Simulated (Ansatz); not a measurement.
**Moving the pressure in Cu**

The cell as given:

```cif
data_structure
_symmetry_space_group_name_H-M 'I4/mmm'
_symmetry_Int_Tables_number 139
_cell_length_a 2.8856
_cell_length_b 2.8856
_cell_length_c 2.7522
_cell_angle_alpha 90.000
_cell_angle_beta 90.000
_cell_angle_gamma 90.000
_cell_volume 22.92
loop_
_atom_site_label
_atom_site_type_symbol
_atom_site_symmetry_multiplicity
_atom_site_Wyckoff_symbol
_atom_site_fract_x
_atom_site_fract_y
_atom_site_fract_z
_atom_site_occupancy
Cu1 Cu 2 a 0.00000 0.00000 0.00000 1
```

This isn't the form of Cu at room conditions, which is fcc.

Kept alike: task relaxation of cell and atoms; functional PBEsol; k mesh 13 × 13 × 13; occupations fermi-dirac, width 0.05 eV; no spin polarisation. Program: Ansatz, all-electron LAPW, scalar-relativistic. The mesh is that of the run's cell of 1 atom. No spin-orbit coupling.

| run | volume (Å³/atom) |
| --- | --- |
| A | 11.043 |
| B | 9.962 |
| C | 10.321 |
| D | 11.361 |
| E | 10.772 |

The relaxations keep at least the cell's symmetry (I4/mmm). For a metal such a mesh leaves the last digits unconverged. The runs follow the start's structure, whether or not it is the stable one at these pressures.

Problem. The runs differ in the pressure alone: 0; 5; 10; 20; 30 GPa. Which run is which?

Solution. Run A is 5 GPa; run B is 30 GPa; run C is 20 GPa; run D is 0 GPa; run E is 10 GPa. The volume falls from 11.361 to 9.962 Å³/atom between 0 and 30 GPa. The volume falls ever more slowly, since the solid stiffens under load. At the pressures aimed at, which the runs meet within some tenths of a GPa, the step from 0 to 5 GPa gives a mean bulk modulus near 176 GPa, the last step 282 GPa.
